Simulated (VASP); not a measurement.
A VASP 6.6.1 single-point calculation on Ge

INCAR

```
ISIF = 2
LCHARG = .FALSE.
LWAVE = .FALSE.
ISMEAR = -5
NELECT = 27.98
NSW = 0
NELM = 67
PREC = Accurate
LASPH = .TRUE.
NBANDS = 21
SIGMA = 0.01
ENCUT = 520
LREAL = .FALSE.
GGA = PE
EDIFF = 1E-7
IBRION = -1
```

KPOINTS

```
KPOINTS created by Atomic Simulation Environment
0
Gamma
8 8 8
0 0 0
```

POSCAR

```
Ge
 1.0000000000000000
     0.0051063723000000    2.8368735120999999    2.8368735120999999
     2.8368735120999999    0.0051063723000000    2.8368735120999999
     2.8419798844000002    2.8419798844000002    0.0000000000000000
 Ge
   2
Cartesian
 -0.0000000000000000 -0.0000000000000000  0.0012634918229594
  1.4209899422000003  1.4209899422000003  1.4171732642270405
```

The recommended PBE PAW datasets give the neutral cell 28 valence electrons.

Command

```
mpirun -np 1 vasp_std
```

Question: How does this run end, and what does it give?

Answer: It converged. Results: pressure 2.3 GPa; largest force 0.01 eV/Å.

OSZICAR

```
N       E                     dE             d eps       ncg     rms          rms(c)
DAV:   1     0.187273463330E+03    0.18727E+03   -0.14007E+04  4537   0.346E+03
DAV:   2     0.181332195236E+02   -0.16914E+03   -0.16409E+03  4000   0.617E+02
DAV:   3    -0.830375670140E+01   -0.26437E+02   -0.26279E+02  4560   0.143E+02
DAV:   4    -0.916980534793E+01   -0.86605E+00   -0.86588E+00  4475   0.302E+01
DAV:   5    -0.918425415609E+01   -0.14449E-01   -0.14457E-01  4639   0.427E+00    0.315E+00
DAV:   6    -0.913310571840E+01    0.51148E-01   -0.19414E-02  4925   0.149E+00    0.186E+00
DAV:   7    -0.910432033614E+01    0.28785E-01   -0.44731E-02  4550   0.194E+00    0.148E-01
DAV:   8    -0.910592412409E+01   -0.16038E-02   -0.55067E-03  4535   0.916E-01    0.433E-02
DAV:   9    -0.910613871405E+01   -0.21459E-03   -0.26970E-04  4470   0.194E-01    0.135E-02
DAV:  10    -0.910615348986E+01   -0.14776E-04   -0.25869E-05  5305   0.455E-02    0.615E-03
DAV:  11    -0.910615664757E+01   -0.31577E-05   -0.41612E-06  4365   0.214E-02    0.129E-03
DAV:  12    -0.910615665528E+01   -0.77116E-08   -0.12289E-07  3802   0.531E-03
   1 F= -.91061567E+01 E0= -.91061567E+01  d E =0.000000E+00
```

The cell is charged and sits in a uniform background.

For comparison, a separate PBE run of the intended cell, on usual settings and not on those above, gives a gap of 0.01 eV on its mesh and a pressure of 2.9 GPa.
